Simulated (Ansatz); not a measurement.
A run of Ansatz 0.2.0 is set up as follows.

The input input.yaml:

```yaml
crystal:
  lattice:
    - [2.904158, 0.0, 0.0]
    - [0.0, 3.84481, 0.0]
    - [0.0, 0.0, 6.164264]
  atoms:
    - { symbol: Mn, position: [0.5, 0.5, 0.3433015], spin: 2.0 }
    - { symbol: Mn, position: [0.0, 0.0, 0.6566985], spin: 2.0 }
    - { symbol: O, position: [0.5, 0.0, 0.8375675] }
    - { symbol: O, position: [0.0, 0.5, 0.1624325] }
    - { symbol: O, position: [0.5, 0.0, 0.4217995] }
    - { symbol: O, position: [0.0, 0.5, 0.5782005] }
hamiltonian:
  xc: pbesol
  pseudopotentials: { kind: paw }
magnetization:
  spin_polarized: true
  initial_magnetization: 4.0
  spin_locking: { lock_magnetization: hard }
kpoints:
  mp_grid: { grid: [8, 6, 4] }
scf:
  occupations: { method: fermi_dirac, width: 0.05 }
  lower_state_search: "off"
output:
  forces: true
  stress: true
  eigenvalues: true
```

Potentials or basis: Ansatz PAW.

Launch:

```sh
$ ansatz run input.yaml --threads 2 --pin off --max-ram 5632MiB --backend cpu --events-out ev --progress --plain --runs-dir out
```

What does it give for the pressure?

-18.2 GPa.

Estimate the largest force.

1.813 eV/Å.

Forces on the atoms (eV/Å):
```
Mn   0.000  0.000 -0.795
Mn   0.000  0.000  0.795
O    0.000  0.000 -1.813
O    0.000  0.000  1.813
O    0.000  0.000  0.448
O    0.000  0.000 -0.448
```

Caveat: the pressure holds a Pulay correction of +0.8 GPa for the finite cutoff; the total moment is fixed, so each spin has its own Fermi level; only a ferromagnetic start was run, and an antiferromagnetic order may lie lower in energy; the PAW data sets come from PBE, with cores solved anew for the run's functional, which leaves a small shift of forces and pressure; forces of over 1 eV/Å show positions far from the minimum, so gaps and moduli don't describe the material at rest; the thresholds are loose for stress.
